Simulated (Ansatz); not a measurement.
**A strain series on GaN (rocksalt): uniaxial along [111], other directions held**

GaN (rocksalt), relaxed with r2SCAN in Ansatz 0.2.0, then strained (uniaxial along [111], other directions held; changes of length per length, axes as in the cell below) with the atoms relaxed again within the symmetry that is left. The symmetry is Fm-3m (No. 225, cubic); conventional cell a = 4.217 Å, 9.37 Å³ an atom. Ga has 6 N at 2.11 Å; N has 6 Ga at 2.11 Å. The cell comes from a prototype generator: it can be a known phase or a hypothetical one. Spin polarisation is off.

```xyz
2
Lattice="0.0000 2.1085 2.1085 2.1085 0.0000 2.1085 2.1085 2.1085 0.0000" Properties=species:S:1:pos:R:3 pbc="T T T"
Ga    0.0000    0.0000    0.0000
N     2.1085    2.1085    2.1085
```

Gaps are the least over each mesh (PBE 10×10×10, r2SCAN 10×10×10, HSE06 8×8×8 when unstrained) and the special points, which keep their unstrained names; stress is the change from the unstrained cell, compression positive.

```tsv
strain (%)	gap, PBE (eV)	gap, r2SCAN (eV)	gap, HSE06 (eV)	edges, HSE06	stress along the strain, r2SCAN (GPa)	energy rise, r2SCAN (meV/atom)
-1.33	0.679	1.210	1.961	Γ–K (0.47) → X	+7.59	2.9
0.0	0.633	1.159	1.898	Γ–K (0.47) → X	0.00	0.0
+4.0	0.246	0.749	1.465	(0.201, 0.201, 0.349) → X	-20.76	24.9
+5.98	0.046	0.533	1.237	(0.211, 0.211, 0.346) → X	-29.93	54.4
```

Problem. Estimate the row for a strain of +3.0 %.

Solution.
```tsv
strain (%)	gap, PBE (eV)	gap, r2SCAN (eV)	gap, HSE06 (eV)	edges, HSE06	stress along the strain, r2SCAN (GPa)	energy rise, r2SCAN (meV/atom)
+3.0	0.346	0.855	1.577	(0.195, 0.195, 0.349) → X	-15.86	14.2
```

Between zero and the nearest strains the slope of the HSE06 gap against strain is -0.047 eV per percent for negative and -0.107 for positive strain.

Where an edge lies off the special points, it is a point of the mesh or the k point where a search put PBE's edge or least direct gap, reused for the other functionals, whose own edges may lie a little apart.

Gaps or overlaps of about a tenth of an eV are at the limit of these meshes: between the points read a gap can be smaller or closed.

Coordinates of k points refer to the reciprocal vectors of the primitive cell of the runs.

The meshes of the hybrids are coarse, so their gaps aren't converged to the digits shown.
